**MoSi₂: a gap of 0.24 eV, or one band seen twice?**

The cell holds 22 electrons, and each band takes two, so a crystal with a gap has exactly eleven levels under the Fermi energy at every k point. A metal with this electron count breaks that rule: some points have more levels under the Fermi energy than others. The way to tell the two apart is therefore to follow the bands from one point to the next and see whether the count changes.

Kohn-Sham levels of MoSi₂ (3-atom cell, atoms displaced at random by about 0.05 Å) at points of a 12×12×12 k mesh, relative to the Fermi energy. ABACUS 3.10.1, PBE in plane waves without spin polarisation or spin-orbit coupling; PseudoDojo NC SR 0.4.1 PBE standard pseudopotentials, cutoff 1102.06 eV, Fermi-Dirac smearing of 0.05 eV.

```csv
point a (reciprocal cell vector),point b (reciprocal cell vector),point c (reciprocal cell vector),level point (row),level under 4 (eV),level under 3 (eV),level under 2 (eV),level under 1 (eV),level over 1 (eV),level over 2 (eV)
0.0000,0.0000,0.0000,1,-3.511,-2.991,-2.759,-2.734,0.435,2.869
0.0000,0.0833,0.1667,2,-4.150,-2.812,-2.083,-1.690,2.387,2.901
0.4167,0.3333,0.1667,3,-5.212,-3.559,-2.665,-1.548,1.072,2.186
0.2500,0.0833,-0.1667,4,-3.197,-2.626,-2.177,-0.235,1.771,2.451
0.2500,0.2500,0.2500,5,-6.340,-2.888,-2.023,-2.017,0.123,2.308
0.4167,0.5000,-0.3333,6,-1.359,-1.308,-0.596,-0.162,1.221,5.139
0.4167,0.4167,0.4167,7,-3.993,-1.641,-1.506,-0.967,0.082,1.411
```

The heads "level under 1" and "level over 1" mean the nearest level below and above the Fermi energy, which is the zero. They are counted afresh at each point, so a column need not follow one band. Points a, b and c are the coordinates of k along the three reciprocal cell vectors. The levels are those of PBE without spin-orbit coupling, for a crystal whose atoms were displaced at random by about 0.05 Å.

**The tempting reading.** The highest level under the Fermi energy is at −0.162 eV (level point 6) and the lowest one over it is at 0.082 eV (level point 7). That looks like a semiconductor with a gap of 0.244 eV, although the run reports a metal with zero gap on its full mesh. One could blame the smearing, which gives the level at 0.082 eV an occupation of about 0.16. But smearing fills levels according to their energy alone and would do the same at the edge of a true gap, so this partial filling favours neither reading.

**An empty window proves little.** Suppose the gap were real. Then "level over 1" would be the twelfth band at every point, and a band is continuous in k, so it would pass through every energy between its lowest and highest listed values. Yet no listed level lies between 0.435 and 1.072 eV, a hole more than twice as wide as the supposed gap. Seven points leave such holes even where a band must run through.

**Following the bands from point 6 to point 7.** The two points are closer than their coordinates suggest. Levels at k and −k are equal in this calculation, and adding a whole reciprocal vector changes nothing. Reversing point 7 and adding 1 to its first two coordinates gives (7, 7, −5)/12, while point 6 is (5, 6, −4)/12. They are thus only (2, 1, −1)/12 apart, about 0.26 Å⁻¹.

Over so short a step a smooth band should move little. If the columns are joined as they stand, with no band crossing the Fermi energy, the levels must shift by 2.0 eV (root mean square), and one of them by 3.7 eV. If instead one band rises through the Fermi energy on the way to point 7, "level under 1" at point 6 continues as "level over 1" at point 7, and every other level moves along by one place. The shift then falls to 0.27 eV, taken over the five pairs of levels that this joining leaves in the table, against six pairs before.

In this reading the two edges of the "gap" are the same band, caught once below and once above the Fermi energy. The 0.244 eV between them is how far that band climbs, not a forbidden range. If it climbs evenly, it crosses the Fermi energy after 0.162/0.244 of the step, about two thirds of the way from point 6. Point 6 then has one level more under the Fermi energy than point 7, so they cannot both have eleven.

**Does this comparison always find a crossing?** Points 5 and 3 offer a useful control, because they are separated by exactly the same step. It is not a perfect one: the mirror symmetry of the undisplaced tetragonal crystal, which the small displacements break only weakly, brings points 6 and 7 closer still, but not points 5 and 3. For points 5 and 3 the columns fit best as they stand, with a shift of 0.74 eV against 1.6 eV for the better of the two joinings with one crossing. The method can therefore also answer "no crossing". The control warns, too, that a single level may move by 1.1 eV over this distance, so small shifts are a strong hint rather than a law.

The joining rests on energies alone; the orbital character of the levels was not compared. The zero gap on the full mesh supports a metal without any joining, but it does not show where the crossing lies. Spin-orbit coupling was left out, but it is unlikely to undo the crossing. In a crystal with inversion symmetry, which the small displacements break only weakly, it moves a single level mainly by mixing it with others, and the nearest ones are more than 0.4 eV away from the level at −0.162 eV (point 6) and more than 1 eV away from the one at 0.082 eV (point 7). Both distances are large beside the coupling expected for the 4d electrons of molybdenum. The functional is the larger reservation: PBE tends to make gaps too small, so a metal found with it is not by itself proof that the real crystal is one.

The difference would show in how the crystal conducts. A semiconductor with a gap of 0.24 eV would lose its thermally excited carriers on cooling, whereas a band that crosses the Fermi energy supplies carriers at any temperature.

The rule for a similar list of levels is to treat the empty window as an upper limit to the gap of that calculation. Then bring the points together by reversing them and adding whole reciprocal vectors, and join the levels of close neighbours. If the smoothest joining changes the number of levels under the Fermi energy, the window is probably a stretch of one band, and a finer mesh between those two points should find levels inside it.
